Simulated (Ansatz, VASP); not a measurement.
This is a calculation of PbS (Galena) for VASP 6.6.1.

INCAR

```
PREC = Accurate ; ENCUT = 600
EDIFF = 1E-7 ; ISMEAR = -1
SIGMA = 0.05 ; LREAL = False
LASPH = True ; NELM = 60
ALGO = Normal ; ISIF = 3
LWAVE = False ; LCHARG = False
GGA = PS ; IVDW = 13
IBRION = 2 ; NSW = 60
EDIFFG = -0.01
```

File KPOINTS:

```
regular mesh
0
Gamma
  8 8 8
```

Contents of POSCAR:

```
PbS
1.0
    0.0000000000      2.9657500000      2.9657500000
    2.9657500000      0.0000000000      2.9657500000
    2.9657500000      2.9657500000      0.0000000000
Pb S
1 1
Direct
    0.0000000000      0.0000000000      0.0000000000
    0.5000000000      0.5000000000      0.5000000000
```

Potentials or basis: VASP PAW PBE potentials, release 64 (Pb_d, S).

The run is started by

```sh
$ cat potpaw_PBE.64/Pb_d/POTCAR potpaw_PBE.64/S/POTCAR > POTCAR
$ mpirun -np 1 vasp_std > vasp.out
```

Q: Translate it to Ansatz 0.2.0. Potentials there: Ansatz PAW.

A: As run (the cutoff follows the program's own potentials):

input.yaml

```yaml
crystal:
  lattice:
    - [0.0, 2.96575, 2.96575]
    - [2.96575, 0.0, 2.96575]
    - [2.96575, 2.96575, 0.0]
  atoms:
    - { symbol: Pb, position: [0.0, 0.0, 0.0] }
    - { symbol: S, position: [0.5, 0.5, 0.5] }
hamiltonian:
  xc: pbesol
  pseudopotentials: { kind: paw }
  dispersion: d4
kpoints:
  mp_grid: { grid: [8, 8, 8] }
scf:
  occupations: { method: fermi_dirac, width: 0.05 }
output:
  forces: true
  stress: true
  eigenvalues: true
relax:
  f_tol: 0.01
  max_steps: 40
  cell: { stress_tol: 0.05 }
```

Potentials or basis: Ansatz PAW.

The run is started by

```console
$ ansatz run input.yaml --threads 1 --pin off --max-ram 3584MiB --backend cpu --events-out ev --progress --plain --runs-dir out
```

Both were run:

|  | VASP | Ansatz | Ansatz less VASP |
| --- | --- | --- | --- |
| gap on the k mesh at the Fermi level, each at its own relaxed structure (eV) | 0.11 | 0.11 | -0.008 |
| relaxed volume (Å³/atom) | 25.15 | 25.15 | -0.008 |
| relaxed cell length with the largest relative difference (Å) | 4.144 | 4.143 | -0.0004 |
| energy change over the relaxation (meV/atom) | -6 | -6 | -0.1 |

Caveats: spin-orbit coupling is left out, which as a rule narrows the gap of such compounds by several tenths of an eV; the PAW data sets were made with another functional, which shifts forces and pressure a little (VASP); the plane-wave basis is chosen anew once the cell has moved, so the energies of steps on either side of that aren't comparable (Ansatz); the PAW data sets come from PBE, with cores solved anew for the run's functional, which leaves a small shift of forces and pressure (Ansatz).
